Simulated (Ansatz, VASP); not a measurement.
# Cr: VASP beside Ansatz

```
Cr
1.0
     0.00000    2.48106    2.48106
     2.48106    0.00000    2.48106
     2.48106    2.48106    0.00000
Cr
2
Cartesian
  0.0000 0.0000 0.0000
  2.4811 2.4811 2.4811
```

Alike in both runs: task single point; functional revPBE; k mesh 13 × 13 × 13; occupations fermi-dirac, width 0.05 eV; collinear spin.

|  | VASP | Ansatz |
| --- | --- | --- |
| version | VASP 6.6.1 | Ansatz 0.2.0 |
| potentials or method | VASP PAW PBE potentials, release 64 (Cr_pv) | plane waves (420 eV) with PAW, scalar-relativistic |
| plane-wave cutoff (eV) | 520 | 420 |
| valence electrons in the cell | 24 | 28 |

|  | VASP | Ansatz | Ansatz less VASP |
| --- | --- | --- | --- |
| pressure (GPa) | -2.3 | -2.5 | -0.22 |
| net moment per atom (μB) | 0.00 | 0.00 | 0.000 |
| size of the moment on the site where the two differ most (μB) | 2.61 | 2.44 | -0.169 |

Site moments also hang on the region over which each program counts them. The two sets of potentials don't hold the same shells in valence.

Caveats: the PAW data sets were made with another functional, which shifts forces and pressure a little (VASP).
